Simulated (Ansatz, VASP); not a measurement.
**Al3Ni2 in VASP and in Ansatz**

File INCAR:

```
PREC = Accurate ; ENCUT = 520
EDIFF = 1E-6 ; ISMEAR = 0
SIGMA = 0.1 ; LREAL = F
LASPH = T ; NELM = 100
ALGO = Fast ; ISIF = 2
LWAVE = F ; LCHARG = F
GGA = PS ; NBANDS = 22
```

The input KPOINTS:

```
Automatic mesh
0
Gamma
  12 12 8
```

File POSCAR:

```
Al3Ni2
1.0
    4.0031396444      0.0000000000      0.0000000000
   -2.0015698222      3.4668206269      0.0000000000
    0.0000000000      0.0000000000      4.8594646131
Al Ni
3 2
Direct
    0.0000000000      0.0000000000      0.0000000000
    0.3333333333      0.6666666667      0.6477829060
    0.6666666667      0.3333333333      0.3522170940
    0.3333333333      0.6666666667      0.1455709066
    0.6666666667      0.3333333333      0.8544290934
```

Input for Ansatz:

```yaml
crystal:
  lattice:
    - [4.0031396444, 0.0, 0.0]
    - [-2.0015698222, 3.4668206269, 0.0]
    - [0.0, 0.0, 4.8594646131]
  atoms:
    - { symbol: Al, position: [0.0, 0.0, 0.0] }
    - { symbol: Al, position: [0.3333333333, 0.6666666667, 0.647782906] }
    - { symbol: Al, position: [0.6666666667, 0.3333333333, 0.352217094] }
    - { symbol: Ni, position: [0.3333333333, 0.6666666667, 0.1455709066] }
    - { symbol: Ni, position: [0.6666666667, 0.3333333333, 0.8544290934] }
basis:
  ecutwfc: 420
kpoints:
  mp_grid: { grid: [12, 12, 8] }
hamiltonian:
  xc: pbesol
scf:
  occupations: { method: gaussian, width: 0.1 }
output:
  forces: true
  stress: true
  eigenvalues: true
```

Alike in both runs: task single point; functional PBEsol; k mesh 12 × 12 × 8; occupations gaussian, width 0.1 eV; no spin polarisation.

```csv
,VASP,Ansatz
version,VASP 6.6.1,Ansatz 0.2.0
potentials or method,"VASP PAW PBE potentials, release 64 (Al, Ni)","scalar-relativistic, plane waves, PAW"
plane-wave cutoff (eV),520,420
valence electrons in the cell,29,45
```

```csv
,VASP,Ansatz,Ansatz less VASP
gap on the k mesh at the Fermi level (eV),none,none,-
pressure (GPa),0.2,0.0,-0.19
largest component of the traceless stress (GPa),0.05,0.01,-0.043
rms of the force components (eV/Å),0.004,0.000,-0.0038
```

Atom by atom the forces differ by 0.005 eV/Å (rms over components). A gap of «none» marks a metal or a gap that the smearing closes. The two sets of potentials don't hold the same shells in valence.

Caveats: the PAW data sets were made with another functional, which shifts forces and pressure a little (VASP). Spin polarisation is off, so any magnetic state and its effect on volume and gap are missing.
